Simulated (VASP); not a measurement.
**NaI: Na into a neighbouring Na vacancy**

How hard is this move in NaI: Na into a neighbouring Na vacancy? Both ends are relaxed first, then a band of images between them. The start is a cell from a database of measured crystal structures.

Program: VASP 6.6.1. Level of theory: PBEsol; plane waves and PAW (I, Na). Results are calculated unless marked as measured.

## (1) The host crystal

Symmetry: Fm-3m, No. 225, cubic system. The conventional cell has a = 6.473 Å, b = 6.473 Å, c = 6.473 Å, α = 90.00°, β = 90.00°, γ = 90.00°. Nearest to I lie 6 Na at 3.24 Å. Nearest to Na lie 6 I at 3.24 Å. Farther neighbours and most contacts between anions are not listed.

## (2) Relax the host

The later steps need the crystal at this functional's own lattice; a raised cutoff keeps the stress reliable while the cell changes.

The input, INCAR:

```
SYSTEM = NaI
PREC = Accurate
ENCUT = 350
EDIFF = 1E-06
NELM = 120
ISMEAR = 0
SIGMA = 0.1
LREAL = .FALSE.
ALGO = Normal
GGA = PS
NBANDS = 10
LORBIT = 11
LWAVE = .FALSE.
LCHARG = .FALSE.
KPAR = 6
IBRION = 2
NSW = 40
ISIF = 3
EDIFFG = -0.02
POTIM = 0.4
```

The input, POSCAR:

```
NaI
1.0
    0.0000000000      3.2364000000      3.2364000000
    3.2364000000      0.0000000000      3.2364000000
    3.2364000000      3.2364000000      0.0000000000
I Na
1 1
Direct
    0.5000000000      0.5000000000      0.5000000000
    0.0000000000      0.0000000000      0.0000000000
```

The input, KPOINTS:

```
Automatic mesh
0
Gamma
5 5 5
0 0 0
```

The projector-augmented-wave data sets are I and Na (PBE family, release 64).

Launch:

```sh
mpirun -np 6 vasp_std
```

Log:

```text
[banner, memory and clock lines left out]
running    6 mpi-ranks, on    1 nodes
 distrk:  each k-point on    1 cores,    6 groups
 distr:  one band on    1 cores,    1 groups

 POSCAR found type information on POSCAR I Na
 POSCAR found :  2 types and       2 ions
|                                                                             |
|           W    W    AA    RRRRR   N    N  II  N    N   GGGG   !!!           |
|           W    W   A  A   R    R  NN   N  II  NN   N  G    G  !!!           |
|           W    W  A    A  R    R  N N  N  II  N N  N  G       !!!           |
|           W WW W  AAAAAA  RRRRR   N  N N  II  N  N N  G  GGG   !            |
|           WW  WW  A    A  R   R   N   NN  II  N   NN  G    G                |
|           W    W  A    A  R    R  N    N  II  N    N   GGGG   !!!           |
|                                                                             |
|     For optimal performance we recommend to set                             |
|       NCORE = 2 up to number-of-cores-per-socket                            |
|     NCORE specifies how many cores store one orbital (NPAR=cpu/NCORE).      |
|     This setting can greatly improve the performance of VASP for DFT.       |
|     The default, NCORE=1 might be grossly inefficient on modern             |
|     multi-core architectures or massively parallel machines. Do your        |
|     Unfortunately you need to use the default for GW and RPA                |
|     calculations (for HF NCORE is supported but not extensively tested      |
|     yet).                                                                   |
|                                                                             |

|                                                                             |
|               ----> ADVICE to this user running VASP <----                  |
|                                                                             |
|     You enforced a specific xc type in the INCAR file but a different       |
|     [... a line on the potential file left out ...]
|     I HOPE YOU KNOW WHAT YOU ARE DOING!                                     |
|                                                                             |

 LDA part: xc-table for (Slater+PW92), standard interpolation
 POSCAR, INCAR and KPOINTS ok, starting setup
 FFT: planning ... GRIDC
 FFT: planning ... GRID_SOFT
 FFT: planning ... GRID
 WAVECAR not read
 entering main loop
       N       E                     dE             d eps       ncg     rms          rms(c)
DAV:   1     0.288544199375E+02    0.28854E+02   -0.22078E+03   200   0.412E+02
DAV:   2    -0.333648936875E+01   -0.32191E+02   -0.31235E+02   252   0.821E+01
DAV:   3    -0.570712155018E+01   -0.23706E+01   -0.23691E+01   238   0.272E+01
DAV:   4    -0.575753171435E+01   -0.50410E-01   -0.50407E-01   250   0.482E+00
DAV:   5    -0.575871567827E+01   -0.11840E-02   -0.11840E-02   236   0.678E-01    0.139E+00
DAV:   6    -0.569906012367E+01    0.59656E-01   -0.97330E-02   220   0.120E+00    0.931E-01
DAV:   7    -0.568729419497E+01    0.11766E-01   -0.71612E-02   214   0.107E+00    0.529E-01
DAV:   8    -0.568783553638E+01   -0.54134E-03   -0.38583E-03   210   0.345E-01    0.143E-01
DAV:   9    -0.568783370421E+01    0.18322E-05   -0.13935E-04   218   0.694E-02    0.440E-02
DAV:  10    -0.568783787924E+01   -0.41750E-05   -0.37235E-05   234   0.258E-02    0.215E-02
DAV:  11    -0.568783568140E+01    0.21978E-05   -0.84570E-06   214   0.112E-02    0.496E-03
DAV:  12    -0.568783577804E+01   -0.96644E-07   -0.32814E-07   116   0.334E-03
   1 F= -.56878358E+01 E0= -.56878358E+01  d E =-.568784E+01
 curvature:   0.00 expect dE= 0.000E+00 dE for cont linesearch  0.000E+00
 trial: gam= 0.00000 g(F)=  0.392E-60 g(S)=  0.499E-02 ort = 0.000E+00 (trialstep = 0.100E+01)
 search vector abs. value=  0.499E-02
 bond charge predicted
       N       E                     dE             d eps       ncg     rms          rms(c)
DAV:   1    -0.570326799692E+01   -0.15432E-01   -0.19469E-01   202   0.178E+00    0.491E-01
DAV:   2    -0.569400964991E+01    0.92583E-02   -0.19407E-02   202   0.633E-01    0.221E-01
DAV:   3    -0.569196930917E+01    0.20403E-02   -0.98624E-03   218   0.386E-01    0.170E-01
DAV:   4    -0.569196583224E+01    0.34769E-05   -0.13103E-04   224   0.781E-02    0.166E-01
DAV:   5    -0.569194656966E+01    0.19263E-04   -0.23009E-05   210   0.247E-02    0.146E-02
DAV:   6    -0.569194159207E+01    0.49776E-05   -0.22476E-05   222   0.203E-02    0.355E-02
DAV:   7    -0.569194269911E+01   -0.11070E-05   -0.13600E-06   178   0.637E-03    0.186E-02
DAV:   8    -0.569194305690E+01   -0.35779E-06   -0.74994E-08   100   0.178E-03
   2 F= -.56919431E+01 E0= -.56919431E+01  d E =-.410728E-02
 trial-energy change:   -0.004107  1 .order   -0.004079   -0.004992   -0.003165
 step:   2.4126(harm=  2.7326)  dis= 0.00000  next Energy=    -5.694259 (dE=-0.642E-02)
 bond charge predicted
       N       E                     dE             d eps       ncg     rms          rms(c)
DAV:   1    -0.571718114750E+01   -0.25238E-01   -0.39143E-01   202   0.254E+00    0.696E-01
DAV:   2    -0.569868075592E+01    0.18500E-01   -0.38378E-02   202   0.897E-01    0.313E-01
DAV:   3    -0.569455000288E+01    0.41308E-02   -0.19773E-02   218   0.550E-01    0.245E-01
DAV:   4    -0.569454343949E+01    0.65634E-05   -0.26765E-04   224   0.112E-01    0.239E-01
DAV:   5    -0.569450491629E+01    0.38523E-04   -0.45506E-05   210   0.347E-02    0.212E-02
DAV:   6    -0.569449336002E+01    0.11556E-04   -0.45420E-05   222   0.291E-02    0.531E-02
DAV:   7    -0.569449490050E+01   -0.15405E-05   -0.28157E-06   200   0.922E-03    0.273E-02
DAV:   8    -0.569449566908E+01   -0.76858E-06   -0.16643E-07   100   0.266E-03
   3 F= -.56944957E+01 E0= -.56944957E+01  d E =-.665989E-02
 curvature:  -1.32 expect dE=-0.387E-04 dE for cont linesearch -0.387E-04
 trial: gam=-0.07073 g(F)=  0.122E-60 g(S)=  0.293E-04 ort = 0.382E-03 (trialstep = 0.128E+01)
 search vector abs. value=  0.172E-06
 reached required accuracy - stopping structural energy minimisation
```

The job ended after 7.8 s (6 MPI ranks of Intel Xeon Platinum 8259CL at 2.50GHz (Skylake/Cascade Lake), shared host; peak memory 0.86 GiB; 37 s of CPU time).

The logs omit lines about the potential files and the build; timing stands in the text.

OUTCAR, selected parts (step 2):

```text
ion  position               nearest neighbor table
   1  0.500  0.500  0.500-   2 3.24   2 3.24   2 3.24   2 3.24   2 3.24   2 3.24
   2  0.000  0.000  0.000-   1 3.24   1 3.24   1 3.24   1 3.24   1 3.24   1 3.24

  LATTYP: Found a face centered cubic cell.
 ALAT       =     6.4728000000

 Subroutine GETGRP returns: Found 48 space group operations
 (whereof 48 operations were pure point group operations)

The static configuration has the point symmetry O_h .

 Found     10 irreducible k-points:

   k-points           NKPTS =     10   k-points in BZ     NKDIM =     10   number of bands    NBANDS=     10

   dimension x,y,z NGX =    28 NGY =   28 NGZ =   28
   dimension x,y,z NGXF=    56 NGYF=   56 NGZF=   56

   ENCUT  =  350.0 eV  25.72 Ry    5.07 a.u.   6.98  6.98  6.98*2*pi/ulx,y,z

   NELECT =       8.0000    total number of electrons

 k-points in reciprocal lattice and weights: Automatic mesh
   0.00000000  0.00000000  0.00000000       0.008
   0.20000000  0.00000000  0.00000000       0.064
   0.40000000  0.00000000  0.00000000       0.064
   0.20000000  0.20000000  0.00000000       0.048
   0.40000000  0.20000000  0.00000000       0.192
  -0.40000000  0.20000000  0.00000000       0.192
  -0.20000000  0.20000000  0.00000000       0.096
   0.40000000  0.40000000  0.00000000       0.048
  -0.40000000  0.40000000  0.00000000       0.096
  -0.40000000  0.40000000  0.20000000       0.192

 average (electrostatic) potential at core
       1 -92.7778       2 -40.5243

 E-fermi :   1.5716

 k-point     1 :       0.0000    0.0000    0.0000
  band No.  band energies     occupation
      1     -10.0118      2.00000
      2       1.1532      2.00000
      3       1.1532      2.00000
      4       1.1532      2.00000
      5       4.7633      0.00000
      6       8.9924      0.00000
      7       8.9924      0.00000
      8       8.9924      0.00000
      9      10.9283      0.00000
    ...

 k-point     2 :       0.2000    0.0000    0.0000
  band No.  band energies     occupation
      1      -9.8988      2.00000
      2       0.1025      2.00000
      3       1.0390      2.00000
      4       1.0390      2.00000
      5       5.8207      0.00000
      6       8.4923      0.00000
      7       9.1846      0.00000
      8       9.1846      0.00000
      9      10.4280      0.00000
    ...

 k-point     3 :       0.4000    0.0000    0.0000
  band No.  band energies     occupation
      1      -9.7007      2.00000
      2      -1.0487      2.00000
      3       0.8700      2.00000
      4       0.8700      2.00000
      5       6.1362      0.00000
      6       8.6430      0.00000
      7       8.6430      0.00000
      8       9.8190      0.00000
      9      11.2274      0.00000
    ...

  Total       -0.0224930     -0.0224930     -0.0224930     -0.0000000      0.0000000      0.0000000
  in kB       -0.5539584     -0.5539584     -0.5539584     -0.0000000      0.0000000      0.0000000
  external PRESSURE =      -0.5539584 kB  Pullay stress =       0.0000000 kB

  energy-cutoff  :      350.00
  volume of cell :       65.06
      direct lattice vectors                 reciprocal lattice vectors
     0.000000000  3.192153579  3.192153579    -0.156634068  0.156634068  0.156634068
     3.192153579 -0.000000000  3.192153579     0.156634068 -0.156634068  0.156634068
     3.192153579  3.192153579 -0.000000000     0.156634068  0.156634068 -0.156634068

 POSITION                                       TOTAL-FORCE (eV/Angst)
 -----------------------------------------------------------------------------------
      3.19215      3.19215      3.19215        -0.000000      0.000000     -0.000000
      0.00000      0.00000      0.00000         0.000000     -0.000000      0.000000
 -----------------------------------------------------------------------------------
    total drift:                                0.000000      0.000000      0.000000

  FREE ENERGIE OF THE ION-ELECTRON SYSTEM (eV)
  ---------------------------------------------------
  free  energy   TOTEN  =        -5.6944956691 eV

  energy  without entropy=       -5.6944956690  energy(sigma->0) =       -5.69449567

 reached required accuracy - stopping structural energy minimisation

 total charge
# of ion       s       p       d       tot
------------------------------------------
    1        1.493   2.845   0.003   4.341
    2        0.044   0.032   0.000   0.076
--------------------------------------------------
tot          1.537   2.877   0.003   4.417

[... 3 further parts left out ...]
```

CONTCAR:

```
NaI
   1.00000000000000
     0.0000000000000000    3.1921535794062987    3.1921535794062987
     3.1921535794062987   -0.0000000000000000    3.1921535794062987
     3.1921535794062987    3.1921535794062987   -0.0000000000000000
  I               Na
     1     1
Direct
     0.5000000000000000    0.5000000000000000    0.5000000000000000
     0.0000000000000000    0.0000000000000000    0.0000000000000000
```

The gap is read on the k-mesh alone, so it is an upper bound where the band edges lie off the mesh. The PAW data sets were made with PBE, which is usual practice but a small mismatch for other functionals. The data set Na keeps the semicore shell frozen, which is cheaper and a little less accurate. The run keeps the 48 symmetry operations of its start, so it cannot find a distortion of lower symmetry.

Relaxation path:

```tsv
step	energy less that of the first step (eV)	largest force (eV/Å)	pressure (GPa)	volume (Å³)
1	0.0000	0.0000	-0.69	67.80
2	-0.0041	0.0000	-0.45	66.65
3	-0.0067	0.0000	-0.06	65.06
```

```tsv
conventional cell, symmetrised	before	after	change
a (Å)	6.473	6.384	-1.4 %
b (Å)	6.473	6.384	-1.4 %
c (Å)	6.473	6.384	-1.4 %
volume (Å³/atom)	33.90	32.53	-4.0 %
```

Final coordinates:

```xyz
2
Lattice="0.0000 3.1922 3.1922 3.1922 0.0000 3.1922 3.1922 3.1922 0.0000" Properties=species:S:1:pos:R:3 pbc="T T T"
I     3.1922    3.1922    3.1922
Na    0.0000    0.0000    0.0000
```

Numbers from this step:

```yaml
electronic_cycles: 28
electrons: 8
free_energy_toten: -5.694 eV
fermi_energy: 1.572 eV
metallic: no
gap_on_the_k_mesh: 3.610 eV
least_direct_gap_on_the_k_mesh: 3.610 eV
```

The run ended after 3 ionic steps, 0.007 eV below its first step, once forces and stress met EDIFFG = -0.02.

[end of part 1 of 5]

[Lines on the potential files, build, host, timing and source positions are cut from VASP's logs without a mark.]

[Logs are printed without paths, hosts, clocks, repeated set-up lines and the standing remarks that a program may print on its own settings, such as how far it seeks lower states.]

[Hosts, paths, dates, database ids (printed as entryN), source tags and the programs' standing remarks are cut or masked in the printed files.]

[Runs that stopped without an error message from VASP are left out.]
